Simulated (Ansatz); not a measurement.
# MgO (Fm-3m) in Ansatz: further runs

One crystal, MgO, is run at these levels: PBE, revPBE; tasks: single point, relaxation of cell and atoms.

Everything below comes from runs of Ansatz 0.2.0. Logs are shortened: lines on timing, memory, paths and dates and some standing lists are left out, and cuts for length are marked.

**Measured values to compare with.**

“Electronic structure of alkaline earth and post-transition metal oxides”, 2009, arxiv:0908.1581 quotes, for a bulk crystal of MgO: band gap 7.83 eV.

The results are compared with them further down.

**1. The structure**

The structure is cubic, space group Fm-3m (No. 225). The conventional cell has a = 4.194 Å, b = 4.194 Å, c = 4.194 Å, α = 90.00°, β = 90.00°, γ = 90.00°. Mg (site symmetry m-3m) is surrounded by 6 O at 2.10 Å. O (site symmetry m-3m) is surrounded by 6 Mg at 2.10 Å.

The cell is a database's computed one.

**2. Single point, PBE**

input.yaml reads:

```yaml
crystal:
  lattice:
    - [0.0, 2.0970013927, 2.0970013927]
    - [2.0970013927, 0.0, 2.0970013927]
    - [2.0970013927, 2.0970013927, 0.0]
  atoms:
    - { symbol: Mg, position: [0.0, 0.0, 0.0] }
    - { symbol: O, position: [0.5, 0.5, 0.5] }
kpoints:
  mp_grid: { grid: [11, 11, 11] }
scf:
  occupations: { method: gaussian, width: 0.024 }
hamiltonian:
  xc: pbe
  pseudopotentials: { kind: all_electron, lapw: { basis_error: 0.001 } }
output:
  forces: true
  stress: true
  eigenvalues: true
```

Potentials or basis: all-electron LAPW, scalar-relativistic.

On the command line:

```bash
ansatz run input.yaml --threads 1 --pin off --max-ram 3072MiB --backend cpu --events-out ev --progress --plain --runs-dir out
```

Output:

```text
Warning: RAYON_NUM_THREADS=1 ignored (pool sized by the plan → 1); use --threads N
LAPW: plane waves up to 9.113 Å⁻¹, error target 1.0e-3 eV per atom; small_component_spin mean_spin; O in spheres of 1.030 Å, 8 of its electrons in bands, Dirac shells []; Mg in spheres of 1.067 Å, 10 of its electrons in bands, Dirac shells [] (how accurate: hamiltonian.pseudopotentials.lapw.basis_error, Limitations)
Engine: ansatz 0.2.0, x86_64-unknown-linux-gnu
Pseudopotentials: kind: all_electron
Pseudopotential: Mg, LAPW, valence charge 10, lapw/all_electron/scalar/gaussian/Mg, Koelling and Harmon's equation, gaussian nucleus
Pseudopotential: O, LAPW, valence charge 8, lapw/all_electron/scalar/gaussian/O, Koelling and Harmon's equation, gaussian nucleus
Functional definition: PBE
  parameter kappa = 0.804
  parameter beta = 0.06672455060314922
  exchange = pbe_x(kappa = kappa, mu = beta*pi^2/3)
  correlation = pbe_c(beta = beta)
Crystal: 2 atoms, lattice volume = 18.443 Å³
Basis set: ecut = 316.3759053209192 eV, 259 PW (Γ), exchange–correlation at level 2
Bands: 13, of which v1, the nominal top of the filled ones, is band 9 counted from 1 (8 counted from 0)
Symmetry: 48 space group operations
Space group: Fm-3m (ITA 225), of the structure as read, at distance tolerance 2.6e-5 Å
k-points: 56 of 1331
Non-local potential: Mg, projectors of the file, none
Non-local potential: O, projectors of the file, none
Initial density: superposition of atomic densities (chi_scale 0.1, normalization cell, long waves kept (reshape's long-wave potential 0.00 eV rms))
Initial wavefunctions: plane waves of lowest kinetic energy (no species holds an atomic orbital)
Functional: x = pbe(κ = 0.804, μ = 0.2195149727645171), c = pbe(β = 0.06672455060314922)
iter 1 solved again at ethr=1.27e-2 eV; its pass at ethr=1.00e-1 eV (dr2=2.29e0 eV) is discarded
SCF iter   1: F=—  HF=-7504.199282 eV  |F-HF|=—  |Δ(HF+E_count)|=         —  Δρ=1.08e-1  dr2=2.28e0  ethr=1.27e-2  ⟨swp⟩=2.0  Hψ=4775  notcnv=0
preconditioner: auto → none  [insulator: Δε(μ)=6.759 eV  Ē_g=20.437 eV  σ=0.024 eV  W_gap=1.00  n_scr=8 (ndim 8)  ℏωp=24.5 eV  f_vac=0.000  D(μ)=0.00/eV (n_scr^D=0)  ε∞_Penn≈2.4]
iter 2 solved again at ethr=1.90e-4 eV; its pass at ethr=1.27e-2 eV (dr2=3.42e-2 eV) is discarded
SCF iter   2: F=—  HF=-7502.932746 eV  |F-HF|=—  |Δ(HF+E_count)|=    1.27e0  Δρ=1.94e-2  dr2=3.41e-2  ethr=1.90e-4  ⟨swp⟩=2.8  Hψ=3940  notcnv=0
SCF iter   3: F=—  HF=-7502.648095 eV  |F-HF|=—  |Δ(HF+E_count)|=   2.85e-1  Δρ=1.61e-2  dr2=5.15e-2  ethr=1.90e-4  ⟨swp⟩=3.0  Hψ=2549  notcnv=0
SCF iter   4: F=—  HF=-7502.647073 eV  |F-HF|=—  |Δ(HF+E_count)|=         —  Δρ=5.37e-4  dr2=1.83e-5  ethr=1.90e-4  ⟨swp⟩=2.4  Hψ=2212  notcnv=0
the basis was enlarged: its passes take 304.7 KiB over the memory plan, 1 of 1 planned eigensolver slots
SCF iter   5: F=—  HF=-7502.647137 eV  |F-HF|=—  |Δ(HF+E_count)|=   6.33e-5  Δρ=1.74e-4  dr2=4.09e-6  ethr=1.02e-7  ⟨swp⟩=3.0  Hψ=2155  notcnv=0
SCF iter   6: F=—  HF=-7502.647142 eV  |F-HF|=—  |Δ(HF+E_count)|=   5.30e-6  Δρ=4.26e-5  dr2=3.09e-7  ethr=2.27e-8  ⟨swp⟩=2.9  Hψ=2036  notcnv=0
SCF iter   7: F=-7502.647142 eV  HF=-7502.647142 eV  |F-HF|=2.26e-10  |Δ(HF+E_count)|=   1.48e-7  Δρ=5.14e-6  dr2=4.34e-9  ethr=1.72e-9  ⟨swp⟩=2.2  Hψ=1972  notcnv=0
SCF 1 converged in 7 iterations: F = -7502.647142 eV  dr2 = 4.34e-9
SCF converged after 7 iterations
Free energy (F): -7502.647142 eV
Harris-Foulkes:  -7502.647142 eV  (|F-HF|=2.26e-10)
Internal energy: -7502.647142 eV  (E = F + TS)
E sigma→0 (E₀):  -7502.647142 eV
Fermi energy:    10.440349 eV
--- Per-component energies (eV) ---
  E_band       = -1284.843666
  E_kinetic    = 7508.698044
  E_xc         = -684.276576
  E_electrostatic = -14327.068609  (all electrons and nuclei)
  E_smearing   = -0.000000  (= −TS)
  E_closure    = 0.000000  (closes the sum)
  E_atoms      = -7490.792933  (free atoms, spherical and without spin; not in F)
  Σ components = -7502.647142   (vs F -7502.647142, Δ=0.00e0)
  Basis errors (estimates in eV, not in F): energy 3.6e-4 per atom: plane waves 3.1e-4 (1.7e-4 summed), levels above the bands 0.0e0, relativity 1.7e-8, radial functions 4.9e-5, core shells 4.1e-12; eigenvalues (radial functions only) 1.7e-5; not estimated: angular momenta, meshes, grids; target (lapw.basis_error) 1.0e-3; muffin-tin radii O 1.030 Å, Mg 1.067 Å
--- Forces (eV/Å), atoms counted from 1 ---
  atom   1  Mg    -0.00000000     0.00000000     0.00000000
  atom   2  O      0.00000000    -0.00000000    -0.00000000
  max |Σ_I F_I| component: 1.18e-30 eV/Å
--- Stress (GPa, compression-positive) ---
        6.972360       0.000000      -0.000000
        0.000000       6.972360       0.000000
       -0.000000       0.000000       6.972360
  P = ⅓ Tr σ = 6.9724 GPa (69.724 kbar)
--- Band table (eV; the first three rows and the last of 56) ---
  k-point 0: bands = ["-495.1284", "-64.2588", "-30.9820", "-30.9820", "-30.9820", "-9.3061", "8.0083", "8.0083", "8.0083", "12.8723", "23.8934", "23.8934", "23.8934"]
  k-point 1: bands = ["-495.1284", "-64.2581", "-30.9893", "-30.9827", "-30.9827", "-9.2138", "7.4573", "7.9510", "7.9510", "13.4023", "22.7966", "24.0977", "24.0977"]
  k-point 2: bands = ["-495.1284", "-64.2561", "-31.0088", "-30.9847", "-30.9847", "-8.9562", "6.2809", "7.8016", "7.8016", "14.4766", "21.3496", "24.5550", "24.5550"]
  k-point 55: bands = ["-495.1284", "-64.2466", "-31.0379", "-31.0345", "-31.0118", "-7.6802", "4.8881", "5.0983", "6.3627", "19.3321", "20.0223", "20.3555", "23.9997"]
```

It took 9.2 s on 1 thread of Intel Xeon Platinum 8259CL at 2.50GHz (Skylake/Cascade Lake), shared host; peak memory 0.32 GiB.

What came out:

```
Free energy            : -7502.6471 eV
Pressure               : 7.0 GPa
Band gap on the k mesh : 4.86 eV, direct
```

**3. Single point, PBE**

input.yaml, as its differences from that of step 2:

```diff
@@ -11,3 +11,3 @@
 scf:
-  occupations: { method: gaussian, width: 0.024 }
+  occupations: { method: gaussian, width: 0.013 }
 hamiltonian:
```

Potentials or basis: all-electron LAPW, scalar-relativistic.

On the command line:

```bash
ansatz run input.yaml --threads 1 --pin off --max-ram 3072MiB --backend cpu --events-out ev --progress --plain --runs-dir out
```

Run time: 7.8 s. Hardware: 1 thread of Intel Xeon Platinum 8259CL at 2.50GHz (Skylake/Cascade Lake), shared host; peak memory 0.32 GiB.

Results (log left out):

| Item | Value |
| --- | --- |
| Free energy | -7502.6471 eV |
| Pressure | 7.0 GPa |
| Band gap on the k mesh | 4.86 eV, direct |

Levels at points of the mesh, in eV from the valence-band top:
| k point | band 5 | band 6 | band 7 | band 8 | band 9 | band 10 | band 11 | band 12 | band 13 |
| --- | --- | --- | --- | --- | --- | --- | --- | --- | --- |
| (0.00, 0.00, 0.00) | -38.99 | -17.31 | 0.00 | 0.00 | 0.00 | 4.86 | 15.89 | 15.89 | 15.89 |

**4. Relaxation of cell and atoms, revPBE**

input.yaml, as its differences from that of step 3:

```diff
@@ -11,5 +11,5 @@
 scf:
-  occupations: { method: gaussian, width: 0.013 }
+  occupations: { method: fermi_dirac, width: 0.05 }
 hamiltonian:
-  xc: pbe
+  xc: revpbe
   pseudopotentials: { kind: all_electron, lapw: { basis_error: 0.001 } }
@@ -18,2 +18,5 @@
   stress: true
-  eigenvalues: true
+relax:
+  f_tol: 0.01
+  max_steps: 60
+  cell: {}
```

Potentials or basis: all-electron LAPW, scalar-relativistic.

On the command line:

```bash
ansatz run input.yaml --threads 1 --pin off --max-ram 3072MiB --backend cpu --events-out ev --progress --plain --runs-dir out
```

Output:

```text
Warning: RAYON_NUM_THREADS=1 ignored (pool sized by the plan → 1); use --threads N
The last accepted step is kept in <dir> (removed where the run ends without a failure and the disk answers)
LAPW: plane waves up to 9.432 Å⁻¹, error target 1.0e-3 eV per atom; small_component_spin mean_spin; O in spheres of 0.995 Å, 8 of its electrons in bands, Dirac shells []; Mg in spheres of 1.039 Å, 10 of its electrons in bands, Dirac shells [] (how accurate: hamiltonian.pseudopotentials.lapw.basis_error, Limitations)
[... 4 set-up lines as earlier in the session ...]
Functional definition: revPBE
  parameter kappa = 1.245
[... 3 set-up lines as earlier in the session ...]
Crystal: 2 atoms, lattice volume = 18.443 Å³
Basis set: ecut = 338.93867871888415 eV, 259 PW (Γ), exchange–correlation at level 2
Bands: 13, of which v1, the nominal top of the filled ones, is band 9 counted from 1 (8 counted from 0)
[... 2 set-up lines as earlier in the session ...]
k-points: 56 of 1331
[... 4 set-up lines as earlier in the session ...]
Functional: x = revpbe(κ = 1.245, μ = 0.2195149727645171), c = pbe(β = 0.06672455060314922)
iter 1 solved again at ethr=1.38e-2 eV; its pass at ethr=1.00e-1 eV (dr2=2.48e0 eV) is discarded
SCF iter   1: F=—  HF=-7507.344378 eV  |F-HF|=—  |Δ(HF+E_count)|=         —  Δρ=1.12e-1  dr2=2.48e0  ethr=1.38e-2  ⟨swp⟩=2.0  Hψ=4812  notcnv=0
preconditioner: auto → none  [insulator: Δε(μ)=6.758 eV  Ē_g=20.495 eV  σ=0.050 eV  W_gap=1.00  n_scr=8 (ndim 8)  ℏωp=24.5 eV  f_vac=0.000  D(μ)=0.00/eV (n_scr^D=0)  ε∞_Penn≈2.4]
iter 2 solved again at ethr=2.32e-4 eV; its pass at ethr=1.38e-2 eV (dr2=4.17e-2 eV) is discarded
SCF iter   2: F=—  HF=-7506.089772 eV  |F-HF|=—  |Δ(HF+E_count)|=    1.25e0  Δρ=2.18e-2  dr2=4.16e-2  ethr=2.32e-4  ⟨swp⟩=2.1  Hψ=3867  notcnv=0
SCF iter   3: F=—  HF=-7505.830383 eV  |F-HF|=—  |Δ(HF+E_count)|=   2.59e-1  Δρ=1.61e-2  dr2=5.19e-2  ethr=2.31e-4  ⟨swp⟩=3.0  Hψ=2368  notcnv=0
SCF iter   4: F=—  HF=-7505.836094 eV  |F-HF|=—  |Δ(HF+E_count)|=         —  Δρ=6.37e-4  dr2=3.28e-5  ethr=2.31e-4  ⟨swp⟩=2.0  Hψ=2180  notcnv=0
[... 39 lines left out ...]
relax step   4: F+E_penalty+E_count = -7505.87704478 eV  Δ(F+E_penalty+E_count) = -1.235e-4 eV  max|allowed force component| = 4.992e-31 eV/Å  Δτ_max = 0.0000 Å  P = +0.029 GPa  Ω = 19.719 Å³  (3 SCF iters, accepted)
iter 1 solved again at ethr=2.13e-10 eV; its pass at ethr=1.00e-1 eV (dr2=3.84e-8 eV) is discarded
SCF iter   1: F=—  HF=-7505.877046 eV  |F-HF|=—  |Δ(HF+E_count)|=         —  Δρ=1.37e-5  dr2=3.84e-8  ethr=2.13e-10  ⟨swp⟩=3.3  Hψ=3451  notcnv=0
SCF iter   2: F=-7505.877042 eV  HF=-7505.877042 eV  |F-HF|=5.66e-9  |Δ(HF+E_count)|=   3.29e-6  Δρ=6.08e-6  dr2=6.81e-9  ethr=2.13e-10  ⟨swp⟩=3.0  Hψ=2172  notcnv=0
SCF 5 converged in 2 iterations: F = -7505.877042 eV  dr2 = 6.81e-9
relax step   5: F+E_penalty+E_count = -7505.87704233 eV  Δ(F+E_penalty+E_count) = +2.450e-6 eV  max|allowed force component| = 3.944e-31 eV/Å  Δτ_max = 0.0000 Å  P = +0.032 GPa  Ω = 19.719 Å³  stress off target by 3.23e-2 GPa  SCF on the basis re-selected at this cell (its energy is not comparable with the rows above)  (2 SCF iters)
basis re-selected at this cell: Δ(F+E_penalty+E_count) = +2.450e-6 eV, ΔP = +0.003 GPa vs the last step (what re-selecting the basis moved, after the strain that the cell walked since its last selection, with what the two solves' SCF thresholds leave and, on support functions, any second-order correction that the steps lacked; it is no measure of the basis error at this ecutwfc). This SCF's stress stands 3.23e-2 GPa from its target on what of the cell is left free (relax.cell.stress_tol is 5.00e-2 GPa) and its largest allowed force component is 3.94e-31 eV/Å (relax.f_tol is 1.00e-2 eV/Å): within both
SCF converged after 2 iterations
Free energy (F): -7505.877042 eV
Harris-Foulkes:  -7505.877042 eV  (|F-HF|=5.66e-9)
Internal energy: -7505.877042 eV  (E = F + TS)
E sigma→0 (E₀):  -7505.877042 eV
Fermi energy:    9.562175 eV
--- Per-component energies (eV) ---
  E_band       = -1299.143245
  E_kinetic    = 7509.618147
  E_xc         = -686.916677
  E_electrostatic = -14328.578513  (all electrons and nuclei)
  E_smearing   = -0.000000  (= −TS)
  E_closure    = 0.000000  (closes the sum)
  E_atoms      = -7494.587883  (free atoms, spherical and without spin; not in F)
  Σ components = -7505.877042   (vs F -7505.877042, Δ=0.00e0)
  Basis errors (estimates in eV, not in F): energy 4.0e-4 per atom: plane waves 3.6e-4 (1.9e-4 summed), levels above the bands 1.5e-114, relativity 4.7e-8, radial functions 4.6e-5, core shells 4.9e-12; eigenvalues (radial functions only) 9.4e-6; not estimated: angular momenta, meshes, grids; target (lapw.basis_error) 1.0e-3; muffin-tin radii O 1.018 Å, Mg 1.062 Å
--- Forces (eV/Å), atoms counted from 1 ---
  atom   1  Mg     0.00000000     0.00000000     0.00000000
  atom   2  O      0.00000000    -0.00000000     0.00000000
  max |Σ_I F_I| component: 7.89e-31 eV/Å
--- Stress (GPa, compression-positive) ---
        0.032296      -0.000000      -0.000000
       -0.000000       0.032296      -0.000000
       -0.000000      -0.000000       0.032296
  P = ⅓ Tr σ = 0.0323 GPa (0.323 kbar)
--- Relaxed structure (4 steps of the walk, 4 accepted, 1 SCFs on fresh bases) ---
  F+E_penalty+E_count = -7505.87704233 eV   max|allowed force component| = 3.944e-31 eV/Å   (the final SCF, on the basis selected at the relaxed cell)
  cell:  # Å, volume = 19.7192 Å³
    - [-6.942444394820243e-34, 2.144302580630626, 2.144302580630626]
    - [2.144302580630626, -6.687675793175465e-35, 2.144302580630626]
    - [2.144302580630626, 2.144302580630626, 1.2515507555799795e-33]
  atoms:
    - { symbol: Mg, position: [2.3917211409659598e-36, -1.0045228791984804e-35, -2.3917211409785085e-36] }
    - { symbol: O, position: [0.5, 0.5, 0.5] }
```

Run time: 24 s. Hardware: 1 thread of Intel Xeon Platinum 8259CL at 2.50GHz (Skylake/Cascade Lake), shared host; peak memory 0.31 GiB.

What came out:

* Free energy: -7505.8770 eV
* Relaxed volume: 9.86 Å³/atom
* Relaxed cell: a = 3.033 Å, b = 3.033 Å, c = 3.033 Å, α = 60.00°, β = 60.00°, γ = 60.00°
* Space group after relaxing (to 0.05 Å): Fm-3m (No. 225)
* Energy gained by relaxing: 20.4 meV/atom
* Ionic steps: 5
* Pressure after relaxing: 0.0 GPa
* Band gap on the k mesh: 4.32 eV

The path:
| step | energy change (eV) | largest force (eV/Å) | volume (Å³) |
| --- | --- | --- | --- |
| 1 | 0.0000 | 0.0000 | 18.44 |
| 2 | -0.0266 | 0.0000 | 18.95 |
| 3 | -0.0407 | 0.0000 | 19.65 |
| 4 | -0.0408 | 0.0000 | 19.72 |
| 5 | -0.0408 | 0.0000 | 19.72 |

Final structure:
```cif
data_structure
_symmetry_space_group_name_H-M 'P 1'
_symmetry_Int_Tables_number 1
_cell_length_a 3.0325
_cell_length_b 3.0325
_cell_length_c 3.0325
_cell_angle_alpha 60.000
_cell_angle_beta 60.000
_cell_angle_gamma 60.000
_cell_volume 19.72
loop_
_atom_site_label
_atom_site_type_symbol
_atom_site_fract_x
_atom_site_fract_y
_atom_site_fract_z
_atom_site_occupancy
Mg1 Mg 0.00000 0.00000 0.00000 1
O1 O 0.50000 0.50000 0.50000 1
```

Caveat: an odd mesh through Γ misses points on the zone boundary, where band edges often lie.

**5. Overview**

```tsv
task	level	cell	cutoff (eV)	smearing	gap on the mesh (eV)	pressure (GPa)
single point	PBE	as given	316	gaussian 0.024 eV	4.86	7.0
single point	PBE	as given	316	gaussian 0.013 eV	4.86	7.0
relaxation of cell and atoms	revPBE	relaxed	-	fermi-dirac 0.05 eV	4.32	0.0
```

Alike in all rows: potentials or basis all-electron LAPW, scalar-relativistic; no spin polarisation; k mesh 11 × 11 × 11; basis error allowed 0.001 eV/atom.

Caveats: an odd mesh through Γ misses points on the zone boundary, where band edges often lie (some runs).

Compare energies only between runs with the same functional and basis.

**6. How close it comes**

Step 2. A measured gap of MgO is 7.83 eV (quoted in “Electronic structure of alkaline earth and post-transition metal oxides”, 2009, arxiv:0908.1581); the calculated 4.86 eV misses it by -2.97 eV. The value is that of PBE, without temperature or zero-point motion. Semilocal functionals fall short of measured gaps as a rule. The cell is a database's relaxed one, not the measured one, which moves gaps too.

Step 3. Against the measured gap of MgO, 7.83 eV (quoted in “Electronic structure of alkaline earth and post-transition metal oxides”, 2009, arxiv:0908.1581), the calculated 4.86 eV is off by -2.97 eV. The value is that of PBE, without temperature or zero-point motion. Semilocal functionals fall short of measured gaps as a rule. The cell is a database's relaxed one, not the measured one, which moves gaps too.
